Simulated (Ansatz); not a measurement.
# BP: the cost of one run

Computed with Ansatz 0.2.0 (DFT PBEsol, scalar-relativistic, plane waves, PAW, unless a step's input says otherwise).

## (1) The structure to begin with

Symmetry: F-43m, No. 216, cubic system. The conventional cell has a = 4.520 Å, b = 4.520 Å, c = 4.520 Å, α = 90.00°, β = 90.00°, γ = 90.00°. Around B (site symmetry -43m) lie 4 P at 1.96 Å. P (site symmetry -43m) has 4 B at 1.96 Å as nearest neighbours.

As a file:

```
CELL_PARAMETERS angstrom
0.00000 2.26009 2.26009
2.26009 0.00000 2.26009
2.26009 2.26009 0.00000
ATOMIC_POSITIONS crystal
B 0.00000 0.00000 0.00000
P 0.75000 0.75000 0.75000
```

This cell was relaxed beforehand with the same method: volume 11.54 Å³/atom, gap on the mesh 1.12 eV.

## (2) Optical spectrum

input.yaml reads:

```yaml
crystal:
  lattice:
    - [0.0, 2.2600863986, 2.2600863986]
    - [2.2600863986, 0.0, 2.2600863986]
    - [2.2600863986, 2.2600863986, 0.0]
  atoms:
    - { symbol: B, position: [0.0, 0.0, 0.0] }
    - { symbol: P, position: [0.75, 0.75, 0.75] }
basis:
  ecutwfc: 420
kpoints:
  mp_grid: { grid: [10, 10, 10] }
hamiltonian:
  xc: pbesol
scf:
  occupations: { method: gaussian, width: 0.01 }
  n_extra_bands: 12
output:
  eigenvalues: true
  optics: { e_range: [0, 14], sigma: 0.1, nscf_kmesh: { grid: [18, 18, 18] } }
checkpoint:
  read: start.run
  write: ck
  compress: false
  write_wavefunctions: false
  write_every: 100000
```

On the command line:

```
$ ansatz run input.yaml --threads 1 --pin off --max-ram 3072MiB --backend cpu --events-out ev --progress --plain --runs-dir out
```

Q: Estimate wall time and peak memory on 1 thread of AMD EPYC 7R43 (Zen 3), shared host.

About 16 s, with a peak of 0.63 GiB.
